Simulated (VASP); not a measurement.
Wanted: the native input for a VASP 6.6.1 run.

```yaml
Task: single point
Functional: PBE
Potentials_or_basis: VASP PAW PBE potentials, release 64 (Si)
Cutoff: 520 eV
k_mesh: 12 × 12 × 6
Occupations: gaussian, width 0.02 eV
Spin: no spin polarisation
Dipole_correction: no
Further_INCAR_settings: ALGO = Normal; EDIFF = 1e-07; NBANDS = 16
```

The structure of Si lies in POSCAR:

```
Si
1.0
    3.8512801574      0.0000000000      0.0000000000
   -1.9256400787      3.3353064534      0.0000000000
    0.0000000000      0.0000000000      6.3650243942
Si
4
Direct
    0.3333333333      0.6666666667      0.0629309072
    0.6666666667      0.3333333333      0.5629309072
    0.3333333333      0.6666666667      0.4370690928
    0.6666666667      0.3333333333      0.9370690928
```

This isn't the form of Si at room conditions, which is diamond.

The input as run:

INCAR

```
SYSTEM = Si
  ALGO = Normal
  EDIFF = 1E-7
  ENCUT = 520
  GGA = PE
  ISIF = 2
  ISMEAR = 0
  LASPH = .True.
  LCHARG = .False.
  LREAL = .False.
  LWAVE = .False.
  NBANDS = 16
  NELM = 100
  PREC = Accurate
  SIGMA = 0.02
```

KPOINTS

```
k-points
0
Gamma
  12 12 6
  0 0 0
```

Potentials or basis: VASP PAW PBE potentials, release 64 (Si).

Run with:

```sh
$ cat potpaw_PBE.64/Si/POTCAR > POTCAR
$ mpirun -np 1 vasp_std > vasp.out
```

It gave:

```yaml
Pressure: -0.1 GPa
Band_gap_on_the_k_mesh: 0.45 eV, indirect (least direct gap 0.99 eV)
```

Run time: 46 s on 1 thread of AMD EPYC 9R45 (Zen 5) (shared host), peak memory 0.19 GiB.
